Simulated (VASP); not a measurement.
# Hf (Im-3m) in VASP: a series of runs

Runs on Hf. Level: LDA. Tasks: relaxation of cell and atoms.

Program: VASP 6.6.1. These are calculated values, not measurements. Logs are shortened: lines on timing, memory, paths and dates and some standing lists are left out, and cuts for length are marked.

## 1. The crystal as given

Symmetry: Im-3m, No. 229, cubic system. The conventional cell has a = 3.145 Å, b = 3.145 Å, c = 3.145 Å, α = 90.00°, β = 90.00°, γ = 90.00°. Hf (site symmetry m-3m) is surrounded by 8 Hf at 2.72 Å.

This isn't the form of Hf at room conditions, which is hcp.

## 2. Relaxation of cell and atoms, LDA, target pressure 75 GPa, at which the enthalpy is minimised

INCAR reads:

```
SYSTEM = Hf
ALGO = Fast
EDIFF = 1E-7
EDIFFG = -0.002
ENCUT = 350
IBRION = 2
ISIF = 3
ISMEAR = 0
LASPH = .TRUE.
LCHARG = .FALSE.
LREAL = .FALSE.
LWAVE = .FALSE.
NELM = 80
NSW = 80
PREC = Accurate
PSTRESS = 750.0
SIGMA = 0.1
```

KPOINTS reads:

```
k-points
0
G
  8 8 8
  0 0 0
```

POSCAR reads:

```
Hf                                      
1.0
   -1.5724393241      1.5724393241      1.5724393241
    1.5724393241     -1.5724393241      1.5724393241
    1.5724393241      1.5724393241     -1.5724393241
  Hf            
     1
Direct
     0.0000000000000000    0.0000000000000000    0.0000000000000000
```

Potentials or basis: VASP PAW LDA potentials, release 64 (Hf_pv).

Launch:

```bash
$ cat potpaw_LDA.64/Hf_pv/POTCAR > POTCAR
$ mpirun -np 1 vasp_std > vasp.out
```

OUTCAR:

```text
SYSTEM = Hf
   EDIFF = 1E-7
   EDIFFG = -0.002
   ENCUT = 350
   IBRION = 2
   ISIF = 3
   ISMEAR = 0
   LASPH = .TRUE.
   LREAL = .FALSE.
   NELM = 80
   NSW = 80
   PREC = Accurate
   PSTRESS = 750.0

 ion  position               nearest neighbor table
   1  0.000  0.000  0.000-

  LATTYP: Found a body centered cubic cell.
 ALAT       =     3.1448786482

  Lattice vectors:

 A1 = (  -1.5724393241,   1.5724393241,   1.5724393241)
 A2 = (   1.5724393241,  -1.5724393241,   1.5724393241)
 A3 = (   1.5724393241,   1.5724393241,  -1.5724393241)

Analysis of symmetry for initial positions (statically):
=====================================================================
 Subroutine PRICEL returns:
 Original cell was already a primitive cell.

 Routine SETGRP: Setting up the symmetry group for a
 body centered cubic supercell.

 Subroutine GETGRP returns: Found 48 space group operations
 (whereof 48 operations were pure point group operations)
 out of a pool of 48 trial point group operations.

The static configuration has the point symmetry O_h .

Analysis of symmetry for dynamics (positions and initial velocities):
=====================================================================
 Subroutine PRICEL returns:
 Original cell was already a primitive cell.

 Routine SETGRP: Setting up the symmetry group for a
 body centered cubic supercell.

 Subroutine GETGRP returns: Found 48 space group operations
 (whereof 48 operations were pure point group operations)
 out of a pool of 48 trial point group operations.

The dynamic configuration has the point symmetry O_h .

 Subroutine INISYM returns: Found 48 space group operations
 (whereof 48 operations are pure point group operations),
 and found     1 'primitive' translations

----------------------------------------------------------------------------------------

                                     Primitive cell

  volume of cell :      15.5518

  direct lattice vectors                    reciprocal lattice vectors
    -1.572439324  1.572439324  1.572439324     0.000000000  0.317977293  0.317977293
     1.572439324 -1.572439324  1.572439324     0.317977293  0.000000000  0.317977293
     1.572439324  1.572439324 -1.572439324     0.317977293  0.317977293  0.000000000

  length of vectors
     2.723544801  2.723544801  2.723544801     0.449687801  0.449687801  0.449687801

  position of ions in fractional coordinates (direct lattice)
     0.000000000  0.000000000  0.000000000

[... 85 lines left out ...]
   PSTRESS=  750.0 pullay stress
   NELECT =      10.0000    total number of electrons
   NUPDOWN=      -1.0000    fix difference up-down
   EMIN   =  10.00;   EMAX   =-10.00  energy-range for DOS
   EFERMI =   0.00;   METHOD = LEGACY
   ISMEAR =     0;   SIGMA  =   0.10  broadening in eV -4-tet -1-fermi 0-gaus
   EFERMI_NEDOS =   21; number of points for ismear=-14 and -15
   IALGO  =     68    algorithm
   IMIX   =      4    mixing-type and parameters
     AMIX     =   0.40;   BMIX     =  1.00
     AMIX_MAG =   1.60;   BMIX_MAG =  1.00
  volume/ion in A,a.u.               =      15.55       104.95
  Fermi-wavevector in a.u.,A,eV,Ry     =   1.413018  2.670216 27.165651  1.996619
  Thomas-Fermi vector in A             =   2.534707
   LORBIT       =      0    0 simple, 1 ext, 2 COOP (PROOUT), +10 PAW based schemes
   GGA     = CA    functional components
   LHFCALC =     F    Hartree Fock is set to
   AEXX    =    0.0000 exact exchange contribution
   IVDW    =     0    specifies the selected vdW correction
   LEPSILON=     F    determine dielectric tensor
   LRPA    =     F    only Hartree local field effects (RPA)
 conjugate gradient relaxation of ions
 non-spin polarized calculation
 RMM-DIIS sequential band-by-band and
 Gauss-broadening in eV      SIGMA  =   0.10
  energy-cutoff  :      350.00
  volume of cell :       15.55
 maximum number of plane-waves:       240
 NGX is ok and might be reduce to    18
   NGX =  9   NGY =  9   NGZ =  9

--------------------------------------- Ionic step        1  -------------------------------------------

 number of electron      10.0000000 magnetization

 number of electron       9.9999998 magnetization

 Free energy of the ion-electron system (eV)
  ---------------------------------------------------
  ext. energy  EPLUGINS =         0.00000000
  ---------------------------------------------------
  free energy    TOTEN  =        -9.90244769 eV

  energy without entropy =       -9.88899778  energy(sigma->0) =       -9.89572273

------------------------ aborting loop because EDIFF is reached ----------------------------------------

  FORCE on cell =-STRESS in cart. coord.  units (eV):
  Direction    XX          YY          ZZ          XY          YZ          ZX
  --------------------------------------------------------------------------------------
  -------------------------------------------------------------------------------------
  Total        4.8551309      4.8551309      4.8551309     -0.0000000     -0.0000000     -0.0000000
  in kB      500.1840628    500.1840628    500.1840628     -0.0000000     -0.0000000     -0.0000000
  external PRESSURE =    -249.8159372 kB  Pullay stress =     750.0000000 kB
[... 24 lines left out ...]
--------------------------------------- Ionic step        2  -------------------------------------------

 number of electron      10.0000001 magnetization

 E-fermi :  10.9353     XC(G=0): -15.2803

 val. band max:       10.7938033944   @ k =  -0.2500   0.2500   0.1250
 cond. band min:      10.9708069146   @ k =   0.2500   0.2500   0.1250
 fundamental gap:      0.1770035201
 Fermi energy:        10.9353205749

 k-point     1 :       0.0000    0.0000    0.0000
  band No.  band energies     occupation
      1     -15.7511      2.00000
      2     -15.7511      2.00000
      3     -15.7511      2.00000
      4       3.4678      2.00000
      5      12.3905      0.00000
      6      12.3905      0.00000
      7      12.3905      0.00000
      8      17.8994      0.00000
      9      17.8994      0.00000
[... 386 lines left out ...]
--------------------------------------- Ionic step        5  -------------------------------------------

 number of electron       9.9999997 magnetization

 Free energy of the ion-electron system (eV)
  ---------------------------------------------------
  ext. energy  EPLUGINS =         0.00000000
  ---------------------------------------------------
  free energy    TOTEN  =        -9.35623481 eV

  energy without entropy =       -9.34818673  energy(sigma->0) =       -9.35221077

 E-fermi :   8.3423     XC(G=0): -13.7316

 val. band max:        8.3367060562   @ k =   0.1250   0.1250   0.0000
 cond. band min:       8.3682174125   @ k =   0.1250   0.1250   0.0000
 fundamental gap:      0.0315113564
 Fermi energy:         8.3423162123

 k-point     1 :       0.0000    0.0000    0.0000
  band No.  band energies     occupation
      1     -19.7356      2.00000
      2     -19.7356      2.00000
      3     -19.7356      2.00000
      4       0.1792      2.00000
      5       9.7453      0.00000
      6       9.7453      0.00000
      7       9.7453      0.00000
      8      14.0886      0.00000
      9      14.0886      0.00000
[... 308 lines left out ...]
  energy  without entropy=       -9.3481867251  energy(sigma->0) =       -9.35221077

  enthalpy is  TOTEN    =        -2.7453379567 eV   P V=        6.6108968513

 reached required accuracy - stopping structural energy minimisation
```

It took 7.8 s on 1 thread of Intel Xeon Platinum 8488C (Sapphire Rapids), shared host; peak memory 0.12 GiB.

What came out:

```
Free energy                                            : -9.3562 eV
Relaxed volume                                         : 14.12 Å³/atom
Relaxed cell                                           : a = 2.637 Å, b = 2.637 Å, c = 2.637 Å, α = 109.47°, β = 109.47°, γ = 109.47°
Space group after relaxing (to 0.05 Å)                 : Im-3m (No. 229)
Energy change on relaxing (the enthalpy is what falls) : +546.2 meV/atom
Ionic steps                                            : 5
Pressure after relaxing                                : 75.0 GPa
Band gap on the k mesh                                 : none (metal or under the smearing width)
```

The path:
```tsv
step	energy change (eV)	largest force (eV/Å)	pressure (GPa)	volume (Å³)
1	0.0000	0.0000	50.02	15.55
2	3.5168	0.0000	232.59	10.71
3	0.4463	0.0000	69.78	14.34
4	0.5220	0.0000	73.74	14.17
5	0.5462	0.0000	75.02	14.12
```

Final structure:
```yaml
crystal:
  lattice:
    - [-1.52271, 1.52271, 1.52271]
    - [1.52271, -1.52271, 1.52271]
    - [1.52271, 1.52271, -1.52271]
  atoms:
    - { symbol: Hf, position: [0.00000, 0.00000, 0.00000] }
```

Caveat: the cell is relaxed towards a set pressure, so the enthalpy falls and the energy may rise.

## 3. Relaxation of cell and atoms, LDA, target pressure 75 GPa, at which the enthalpy is minimised

This run uses another cell than the first one, of 14.12 Å³/atom, 0.908 times its volume.

INCAR is that of step 2.

KPOINTS is that of step 2.

POSCAR reads:

```
Hf                                      
1.0
   -1.5227077900      1.5227077900      1.5227077900
    1.5227077900     -1.5227077900      1.5227077900
    1.5227077900      1.5227077900     -1.5227077900
  Hf            
     1
Direct
     0.0000000000000000    0.0000000000000000    0.0000000000000000
```

Potentials or basis: VASP PAW LDA potentials, release 64 (Hf_pv).

Launch:

```bash
$ cat potpaw_LDA.64/Hf_pv/POTCAR > POTCAR
$ mpirun -np 1 vasp_std > vasp.out
```

It took 2.3 s on 1 thread of Intel Xeon Platinum 8488C (Sapphire Rapids), shared host; peak memory 0.1 GiB.

It converged, with:

| Item | Value |
| --- | --- |
| Free energy | -9.3533 eV |
| Relaxed volume | 14.12 Å³/atom |
| Relaxed cell | a = 2.637 Å, b = 2.637 Å, c = 2.637 Å, α = 109.47°, β = 109.47°, γ = 109.47° |
| Space group after relaxing (to 0.05 Å) | Im-3m (No. 229) |
| Energy change on relaxing (the enthalpy is what falls) | +1.0 meV/atom |
| Ionic steps | 3 |
| Pressure after relaxing | 75.0 GPa |
| Band gap on the k mesh | none (metal or under the smearing width) |

The path:
```csv
step,energy change (eV),largest force (eV/Å),pressure (GPa),volume (Å³)
1,0.0000,0.0000,74.95,14.12
2,0.0045,0.0000,75.20,14.11
3,0.0010,0.0000,75.02,14.12
```

Final structure:
```yaml
crystal:
  lattice:
    - [-1.52263, 1.52263, 1.52263]
    - [1.52263, -1.52263, 1.52263]
    - [1.52263, 1.52263, -1.52263]
  atoms:
    - { symbol: Hf, position: [0.00000, 0.00000, 0.00000] }
```

Levels at points of the mesh, in eV from the Fermi level:
```csv
k point,band 1,band 2,band 3,band 4,band 5,band 6,band 7,band 8,band 9
"(0.00, 0.00, 0.00)",-28.08,-28.08,-28.08,-8.16,1.40,1.40,1.40,5.75,5.75
"(0.50, 0.00, 0.00)",-31.40,-29.08,-28.14,-5.35,-2.01,4.28,6.08,7.58,12.37
"(0.50, 0.50, 0.50)",-30.27,-30.27,-30.27,-5.49,-5.49,10.65,10.65,10.65,12.18
```

Caveat: the k mesh is coarse (spacing up to 0.36 Å⁻¹), so the values aren't converged; the cell is relaxed towards a set pressure, so the enthalpy falls and the energy may rise. Spin-orbit coupling is left out, which matters for the levels of Hf.
